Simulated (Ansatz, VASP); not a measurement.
**Y in VASP and in Ansatz**

```
Y
1.0
     0.00000    2.45141    2.45141
     2.45141    0.00000    2.45141
     2.45141    2.45141    0.00000
Y
1
Direct
  0.00000 0.00000 0.00000
```

Change from the starting cell: volume scaled by 0.96, crystal datasets.

Alike in both runs: task electric field gradients; functional LDA; k mesh 13 × 13 × 13; occupations fermi-dirac, width 0.05 eV; no spin polarisation.

```csv
,VASP,Ansatz
version,VASP 6.6.1,Ansatz 0.2.0
potentials or method,"VASP PAW LDA potentials, release 64 (Y_sv), cutoff 520 eV","all-electron PAW with datasets made for the crystal, scalar-relativistic"
```

|  | VASP | Ansatz | Ansatz less VASP |
| --- | --- | --- | --- |
| pressure (GPa) | -0.1 | 0.0 | +0.14 |
| Vzz of the field gradient on the site that differs most (V/Å²) | 0.0 | 0.0 | 0.00 |

Ansatz ran all-electron here, so the differences hold the error of VASP's frozen core and of both bases. Ansatz warned: «gradients_without_spin_orbit».
